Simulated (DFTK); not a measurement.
# BAs (F-43m) in DFTK: further runs

The runs below take BAs through equation of state, single point, with PBEsol, PBE.

Program: DFTK 0.8.2. These are calculated values, not measurements. Logs are shortened: lines on timing, memory, paths and dates and some standing lists are left out, and cuts for length are marked.

**Experimental background.**

“Basic Physical Properties of Cubic Boron Arsenide”, 2019, arxiv:1911.11281 quotes, for a bulk crystal of BAs: bulk modulus 148 GPa.

The results are compared with them further down.

### Step 1. The crystal as given

Symmetry: F-43m, No. 216, cubic system. Conventional cell: a = 4.777 Å, b = 4.777 Å, c = 4.777 Å, α = 90.00°, β = 90.00°, γ = 90.00°. Around As (site symmetry -43m) lie 4 B at 2.07 Å. Around B (site symmetry -43m) lie 4 As at 2.07 Å.

### Step 2. Equation of state, PBEsol

Input file run.jl:

```julia
using DFTK
using PseudoPotentialData
using Unitful, UnitfulAtomic
using LinearAlgebra, Printf
include("save.jl")
disable_threading()

# lattice vectors are the columns
lattice = austrip(1u"Å") * [           0.0         2.3885         2.3885;
                   2.3885            0.0         2.3885;
                   2.3885         2.3885            0.0]
symbols   = [:As, :B]
positions = [[0.75, 0.75, 0.75],
             [0.0, 0.0, 0.0]]
pseudopotentials = PseudoFamily("dojo.nc.sr.pbesol.v0_4_1.standard.upf")
elements = Dict(s => ElementPsp(s, pseudopotentials) for s in unique(symbols))
atoms    = [elements[s] for s in symbols]

build_model(lattice, positions; symmetries=true) =
    model_DFT(lattice, atoms, positions;
              functionals=PBEsol(),
              temperature=austrip(0.05u"eV"),
              smearing=Smearing.FermiDirac(),
              symmetries)
Ecut  = 42.0  # hartree
kgrid = [10, 10, 10]
tol   = 1e-6
to_GPa = ustrip(uconvert(u"GPa", 1u"hartree/bohr^3"))

results["points"] = []
for scale in [0.94, 0.96, 0.98, 1.0, 1.02, 1.04, 1.06]
    println("\n=== scale = ", scale)
    model = build_model(cbrt(scale) * lattice, positions)
    basis = PlaneWaveBasis(model; Ecut, kgrid)
    t0 = time()
    scfres = self_consistent_field(basis;
                                   tol,
                                   nbandsalg=AdaptiveBands(model; n_bands_converge=14))
    seconds = time() - t0
    @printf "SCF: %d iterations, %.1f s\n" scfres.n_iter seconds
    forces = compute_forces_cart(scfres)
    stress = compute_stresses_cart(scfres)
    @printf "V = %.5f Å^3  F = %.8f Ha  max force = %.5f eV/Å  p = %.4f GPa\n" ustrip(auconvert(u"Å^3", model.unit_cell_volume)) scfres.energies.total ustrip(auconvert(u"eV/Å", maximum(norm, forces))) (-tr(stress) / 3 * to_GPa)
    push!(results["points"], save_scf!(scfres; forces, stress, d=Dict{String,Any}("seconds" => seconds, "n_matvec" => get(scfres, :n_matvec, 0))))
end

# third-order Birch-Murnaghan fit in x = V^(-2/3)
V = [0.94, 0.96, 0.98, 1.0, 1.02, 1.04, 1.06] * abs(det(lattice))
E = [p["total"] for p in results["points"]]
x = V .^ (-2 / 3)
c = [x .^ 0 x x .^ 2 x .^ 3] \ E
Δ = c[3]^2 - 3c[2] * c[4]
if Δ > 0
    x0 = (-c[3] + sqrt(Δ)) / 3c[4]
    B0 = 4 / 9 * x0^(7 / 2) * (2c[3] + 6c[4] * x0)
    @printf "V0 = %.4f Å^3  B0 = %.2f GPa\n" ustrip(auconvert(u"Å^3", x0^(-3 / 2))) B0 * to_GPa
end
```

Potentials or basis: dojo.nc.sr.pbesol.v0_4_1.standard.upf (PBEsol).

Command:

```bash
> julia --threads=1 run.jl  # save.jl only writes the numbers to a file and isn't shown; printed stress counts tension as positive; times include loading and compiling
```

Standard output:

```text
=== scale = 0.94
n     Energy            log10(ΔE)   log10(Δρ)   Diag   Δtime
---   ---------------   ---------   ---------   ----   ------
  1   -108.8380214813                   -0.77    4.3    11.8s
  2   -108.8704094816       -1.49       -1.52    2.0    5.80s
  3   -108.8710778922       -3.17       -2.17    1.9    6.19s
  4   -108.8710990989       -4.67       -2.92    2.2    5.88s
  5   -108.8711004301       -5.88       -3.74    2.5    7.24s
  6   -108.8711004652       -7.45       -4.45    2.5    6.05s
  7   -108.8711004666       -8.86       -5.19    2.5    6.71s
  8   -108.8711004667      -10.35       -5.92    2.6    6.58s
  9   -108.8711004667      -11.73       -6.68    2.7    7.50s
SCF: 9 iterations, 64.3 s
V = 25.61731 Å^3  F = -108.87110047 Ha  max force = 0.00000 eV/Å  p = 8.9293 GPa

=== scale = 0.96
n     Energy            log10(ΔE)   log10(Δρ)   Diag   Δtime
---   ---------------   ---------   ---------   ----   ------
  1   -108.8402386180                   -0.78    4.3    11.2s
[... 43 further cycles ...]
  9   -108.8717342905      -12.01       -6.34    2.1    5.78s
SCF: 9 iterations, 63.7 s
V = 28.34256 Å^3  F = -108.87173429 Ha  max force = 0.00000 eV/Å  p = -5.6831 GPa

=== scale = 1.06
n     Energy            log10(ΔE)   log10(Δρ)   Diag   Δtime
---   ---------------   ---------   ---------   ----   ------
  1   -108.8449659627                   -0.84    4.2    11.7s
  2   -108.8702546804       -1.60       -1.54    1.9    5.36s
  3   -108.8708590666       -3.22       -2.18    2.2    6.28s
  4   -108.8708885842       -4.53       -2.93    2.0    5.97s
  5   -108.8708897873       -5.92       -3.71    2.4    7.35s
  6   -108.8708898052       -7.75       -4.21    2.4    6.27s
  7   -108.8708898066       -8.84       -5.17    2.1    5.64s
  8   -108.8708898067      -10.11       -5.72    3.1    7.89s
  9   -108.8708898067      -11.91       -6.35    1.9    5.67s
SCF: 9 iterations, 62.7 s
V = 28.88761 Å^3  F = -108.87088981 Ha  max force = 0.00000 eV/Å  p = -7.8092 GPa
V0 = 27.1145 Å^3  B0 = 140.21 GPa
```

It took 15 min on 1 thread of Intel Xeon Platinum 8488C (Sapphire Rapids), shared host; peak memory 1.9 GiB.

What came out:

```yaml
Equilibrium_volume: 13.56 Å³/atom
Bulk_modulus: 140 GPa
Pressure_derivative_of_the_bulk_modulus: 4.1
```

Energy against volume, from the lowest point:
```tsv
volume (Å³/atom)	energy (meV/atom)
12.809	19.76
13.081	7.62
13.354	1.22
13.626	0.00
13.899	3.46
14.171	11.14
14.444	22.63
```

### Step 3. Single point, PBEsol, 12.81 Å³/atom (volume scaled by 0.94)

run.jl is that of step 2.

Potentials or basis: dojo.nc.sr.pbesol.v0_4_1.standard.upf (PBEsol).

Command:

```bash
> julia --threads=1 run.jl  # one pass of the loop, scale = 0.94; save.jl only writes the numbers to a file and isn't shown; printed stress counts tension as positive; times include loading and compiling
```

Standard output:

```text
=== scale = 0.94
n     Energy            log10(ΔE)   log10(Δρ)   Diag   Δtime
---   ---------------   ---------   ---------   ----   ------
  1   -108.8380214813                   -0.77    4.3    11.8s
  2   -108.8704094816       -1.49       -1.52    2.0    5.80s
  3   -108.8710778922       -3.17       -2.17    1.9    6.19s
  4   -108.8710990989       -4.67       -2.92    2.2    5.88s
  5   -108.8711004301       -5.88       -3.74    2.5    7.24s
  6   -108.8711004652       -7.45       -4.45    2.5    6.05s
  7   -108.8711004666       -8.86       -5.19    2.5    6.71s
  8   -108.8711004667      -10.35       -5.92    2.6    6.58s
  9   -108.8711004667      -11.73       -6.68    2.7    7.50s
SCF: 9 iterations, 64.3 s
V = 25.61731 Å^3  F = -108.87110047 Ha  max force = 0.00000 eV/Å  p = 8.9293 GPa
```

It took 64 s on 1 thread of Intel Xeon Platinum 8488C (Sapphire Rapids), shared host.

What came out:

```yaml
Free_energy: -2962.5336 eV
Pressure: 8.9 GPa
Band_gap_on_the_k_mesh: 1.03 eV, indirect (least direct gap 3.34 eV)
```

### Step 4. Single point, PBEsol, 13.08 Å³/atom (volume scaled by 0.96)

run.jl is that of step 3.

Command:

```bash
> julia --threads=1 run.jl  # one pass of the loop, scale = 0.96; save.jl only writes the numbers to a file and isn't shown; printed stress counts tension as positive; times include loading and compiling
```

It took 63 s on 1 thread of Intel Xeon Platinum 8488C (Sapphire Rapids), shared host.

Results (log left out):

```
Free energy            : -2962.5578 eV
Pressure               : 5.4 GPa
Band gap on the k mesh : 1.05 eV, indirect (least direct gap 3.31 eV)
```

### Step 5. Single point, PBEsol, 13.35 Å³/atom (volume scaled by 0.98)

run.jl is that of step 4.

Command:

```bash
> julia --threads=1 run.jl  # one pass of the loop, scale = 0.98; save.jl only writes the numbers to a file and isn't shown; printed stress counts tension as positive; times include loading and compiling
```

Wall time 61 s (1 thread of Intel Xeon Platinum 8488C (Sapphire Rapids), shared host).

It converged, with:

* Free energy: -2962.5706 eV
* Pressure: 2.2 GPa
* Band gap on the k mesh: 1.08 eV, indirect (least direct gap 3.28 eV)

### Step 6. Single point, PBEsol, 13.63 Å³/atom

run.jl is that of step 5.

Potentials or basis: dojo.nc.sr.pbesol.v0_4_1.standard.upf (PBEsol).

Command:

```bash
> julia --threads=1 run.jl  # one pass of the loop, scale = 1.0; save.jl only writes the numbers to a file and isn't shown; printed stress counts tension as positive; times include loading and compiling
```

It took 61 s on 1 thread of Intel Xeon Platinum 8488C (Sapphire Rapids), shared host.

Results (log left out):

- Free energy: -2962.5731 eV
- Pressure: -0.7 GPa
- Band gap on the k mesh: 1.10 eV, indirect (least direct gap 3.26 eV)

### Step 7. Single point, PBEsol, 13.90 Å³/atom (volume scaled by 1.02)

run.jl is that of step 6.

Command:

```bash
> julia --threads=1 run.jl  # one pass of the loop, scale = 1.02; save.jl only writes the numbers to a file and isn't shown; printed stress counts tension as positive; times include loading and compiling
```

It took 62 s on 1 thread of Intel Xeon Platinum 8488C (Sapphire Rapids), shared host.

The run converged. Its results:

| Quantity | Value |
| --- | --- |
| Free energy | -2962.5662 eV |
| Pressure | -3.3 GPa |
| Band gap on the k mesh | 1.11 eV, indirect (least direct gap 3.23 eV) |

### Step 8. Single point, PBEsol, 14.17 Å³/atom (volume scaled by 1.04)

run.jl is that of step 7.

Command:

```bash
> julia --threads=1 run.jl  # one pass of the loop, scale = 1.04; save.jl only writes the numbers to a file and isn't shown; printed stress counts tension as positive; times include loading and compiling
```

It took 64 s on 1 thread of Intel Xeon Platinum 8488C (Sapphire Rapids), shared host.

The run converged. Its results:

```
Free energy            : -2962.5508 eV
Pressure               : -5.7 GPa
Band gap on the k mesh : 1.13 eV, indirect (least direct gap 3.21 eV)
```

### Step 9. Single point, PBEsol, 14.44 Å³/atom (volume scaled by 1.06)

run.jl is that of step 8.

Potentials or basis: dojo.nc.sr.pbesol.v0_4_1.standard.upf (PBEsol).

Command:

```bash
> julia --threads=1 run.jl  # one pass of the loop, scale = 1.06; save.jl only writes the numbers to a file and isn't shown; printed stress counts tension as positive; times include loading and compiling
```

It took 63 s on 1 thread of Intel Xeon Platinum 8488C (Sapphire Rapids), shared host.

Results (log left out):

- Free energy: -2962.5278 eV
- Pressure: -7.8 GPa
- Band gap on the k mesh: 1.15 eV, indirect (least direct gap 3.18 eV)

### Step 10. Equation of state, PBE

run.jl: that of step 9 with these lines changed.

```diff
@@ -14,3 +14,3 @@
              [0.0, 0.0, 0.0]]
-pseudopotentials = PseudoFamily("dojo.nc.sr.pbesol.v0_4_1.standard.upf")
+pseudopotentials = PseudoFamily("dojo.nc.sr.pbe.v0_4_1.standard.upf")
 elements = Dict(s => ElementPsp(s, pseudopotentials) for s in unique(symbols))
@@ -20,3 +20,3 @@
     model_DFT(lattice, atoms, positions;
-              functionals=PBEsol(),
+              functionals=PBE(),
               temperature=austrip(0.05u"eV"),
```

Potentials or basis: dojo.nc.sr.pbe.v0_4_1.standard.upf (PBE).

Command:

```bash
> julia --threads=1 run.jl  # save.jl only writes the numbers to a file and isn't shown; printed stress counts tension as positive; times include loading and compiling
```

Standard output:

```text
=== scale = 0.94
n     Energy            log10(ΔE)   log10(Δρ)   Diag   Δtime
---   ---------------   ---------   ---------   ----   ------
  1   -108.9727333956                   -0.76    4.4    5.86s
  2   -109.0059779522       -1.48       -1.50    2.0    3.11s
  3   -109.0065991655       -3.21       -2.12    1.9    2.98s
  4   -109.0066224606       -4.63       -2.94    2.2    2.95s
  5   -109.0066244506       -5.70       -3.52    2.9    3.94s
  6   -109.0066244956       -7.35       -4.03    2.1    2.97s
  7   -109.0066244981       -8.60       -4.75    2.0    2.81s
  8   -109.0066244984       -9.55       -5.51    2.7    3.48s
  9   -109.0066244984      -11.48       -5.97    2.5    3.14s
 10   -109.0066244984      -12.38       -6.72    2.1    3.75s
SCF: 10 iterations, 35.3 s
V = 25.61731 Å^3  F = -109.00662450 Ha  max force = 0.00000 eV/Å  p = 12.7253 GPa

=== scale = 0.96
n     Energy            log10(ΔE)   log10(Δρ)   Diag   Δtime
---   ---------------   ---------   ---------   ----   ------
[... 44 further cycles ...]
  9   -109.0094577845      -11.33       -6.26    2.1    2.93s
SCF: 9 iterations, 32.0 s
V = 28.34256 Å^3  F = -109.00945778 Ha  max force = 0.00000 eV/Å  p = -2.4180 GPa

=== scale = 1.06
n     Energy            log10(ΔE)   log10(Δρ)   Diag   Δtime
---   ---------------   ---------   ---------   ----   ------
  1   -108.9820331872                   -0.83    4.2    5.33s
  2   -109.0083669723       -1.58       -1.52    2.0    3.28s
  3   -109.0089800378       -3.21       -2.14    2.2    3.22s
  4   -109.0090137413       -4.47       -2.93    2.0    2.99s
  5   -109.0090158059       -5.69       -3.60    2.7    3.52s
  6   -109.0090158332       -7.56       -4.37    2.2    2.88s
  7   -109.0090158358       -8.58       -4.89    2.8    3.56s
  8   -109.0090158359       -9.98       -5.41    2.5    3.71s
  9   -109.0090158360      -11.38       -6.17    2.0    2.82s
SCF: 9 iterations, 31.6 s
V = 28.88761 Å^3  F = -109.00901584 Ha  max force = 0.00000 eV/Å  p = -4.6342 GPa
V0 = 27.8070 Å^3  B0 = 131.26 GPa
```

Run time: 8.6 min. Hardware: 1 thread of AMD EPYC 9R45 (Zen 5), shared host; peak memory 1.9 GiB.

What came out:

| Item | Value |
| --- | --- |
| Equilibrium volume | 13.90 Å³/atom |
| Bulk modulus | 131 GPa |
| Pressure derivative of the bulk modulus | 4.1 |

Energy against volume, from the lowest point:
```csv
volume (Å³/atom),energy (meV/atom)
12.809,40.59
13.081,22.10
13.354,9.54
13.626,2.34
13.899,0.00
14.171,2.05
14.444,8.06
```

### Step 11. Single point, PBE, 12.81 Å³/atom (volume scaled by 0.94)

run.jl is that of step 10.

Command:

```bash
> julia --threads=1 run.jl  # one pass of the loop, scale = 0.94; save.jl only writes the numbers to a file and isn't shown; printed stress counts tension as positive; times include loading and compiling
```

Wall time 35 s (1 thread of AMD EPYC 9R45 (Zen 5), shared host).

Results (log left out):

* Free energy: -2966.2214 eV
* Pressure: 12.7 GPa
* Band gap on the k mesh: 1.13 eV, indirect (least direct gap 3.38 eV)

### Step 12. Single point, PBE, 13.08 Å³/atom (volume scaled by 0.96)

run.jl is that of step 11.

Potentials or basis: dojo.nc.sr.pbe.v0_4_1.standard.upf (PBE).

Command:

```bash
> julia --threads=1 run.jl  # one pass of the loop, scale = 0.96; save.jl only writes the numbers to a file and isn't shown; printed stress counts tension as positive; times include loading and compiling
```

Wall time 32 s (1 thread of AMD EPYC 9R45 (Zen 5), shared host).

It converged, with:

```yaml
Free_energy: -2966.2584 eV
Pressure: 9.1 GPa
Band_gap_on_the_k_mesh: 1.15 eV, indirect (least direct gap 3.35 eV)
```

### Step 13. Single point, PBE, 13.35 Å³/atom (volume scaled by 0.98)

run.jl is that of step 12.

Command:

```bash
> julia --threads=1 run.jl  # one pass of the loop, scale = 0.98; save.jl only writes the numbers to a file and isn't shown; printed stress counts tension as positive; times include loading and compiling
```

Wall time 32 s (1 thread of AMD EPYC 9R45 (Zen 5), shared host).

Results (log left out):

* Free energy: -2966.2835 eV
* Pressure: 5.7 GPa
* Band gap on the k mesh: 1.18 eV, indirect (least direct gap 3.32 eV)

### Step 14. Single point, PBE, 13.63 Å³/atom

run.jl is that of step 13.

Command:

```bash
> julia --threads=1 run.jl  # one pass of the loop, scale = 1.0; save.jl only writes the numbers to a file and isn't shown; printed stress counts tension as positive; times include loading and compiling
```

Run time: 32 s. Hardware: 1 thread of AMD EPYC 9R45 (Zen 5), shared host.

Results (log left out):

* Free energy: -2966.2979 eV
* Pressure: 2.7 GPa
* Band gap on the k mesh: 1.20 eV, indirect (least direct gap 3.29 eV)

### Step 15. Single point, PBE, 13.90 Å³/atom (volume scaled by 1.02)

run.jl is that of step 14.

Potentials or basis: dojo.nc.sr.pbe.v0_4_1.standard.upf (PBE).

Command:

```bash
> julia --threads=1 run.jl  # one pass of the loop, scale = 1.02; save.jl only writes the numbers to a file and isn't shown; printed stress counts tension as positive; times include loading and compiling
```

It took 32 s on 1 thread of AMD EPYC 9R45 (Zen 5), shared host.

It converged, with:

- Free energy: -2966.3026 eV
- Pressure: 0.0 GPa
- Band gap on the k mesh: 1.22 eV, indirect (least direct gap 3.27 eV)

### Step 16. Single point, PBE, 14.17 Å³/atom (volume scaled by 1.04)

run.jl is that of step 15.

Command:

```bash
> julia --threads=1 run.jl  # one pass of the loop, scale = 1.04; save.jl only writes the numbers to a file and isn't shown; printed stress counts tension as positive; times include loading and compiling
```

Run time: 32 s. Hardware: 1 thread of AMD EPYC 9R45 (Zen 5), shared host.

The run converged. Its results:

```yaml
Free_energy: -2966.2985 eV
Pressure: -2.4 GPa
Band_gap_on_the_k_mesh: 1.23 eV, indirect (least direct gap 3.24 eV)
```

### Step 17. Single point, PBE, 14.44 Å³/atom (volume scaled by 1.06)

run.jl is that of step 16.

Command:

```bash
> julia --threads=1 run.jl  # one pass of the loop, scale = 1.06; save.jl only writes the numbers to a file and isn't shown; printed stress counts tension as positive; times include loading and compiling
```

It took 32 s on 1 thread of AMD EPYC 9R45 (Zen 5), shared host.

Results (log left out):

```yaml
Free_energy: -2966.2864 eV
Pressure: -4.6 GPa
Band_gap_on_the_k_mesh: 1.25 eV, indirect (least direct gap 3.22 eV)
```

### Step 18. Against experiment

Step 2. Against the measured bulk modulus of BAs, 148 GPa (quoted in “Basic Physical Properties of Cubic Boron Arsenide”, 2019, arxiv:1911.11281), the calculated 140 GPa is off by -5.3 %. The fit is for a static lattice scaled at fixed shape and fixed fractional positions.

Step 10. Measured bulk modulus of BAs: 148 GPa (quoted in “Basic Physical Properties of Cubic Boron Arsenide”, 2019, arxiv:1911.11281). This calculation gives 131 GPa (-11.3 %). The fit is for a static lattice scaled at fixed shape and fixed fractional positions.
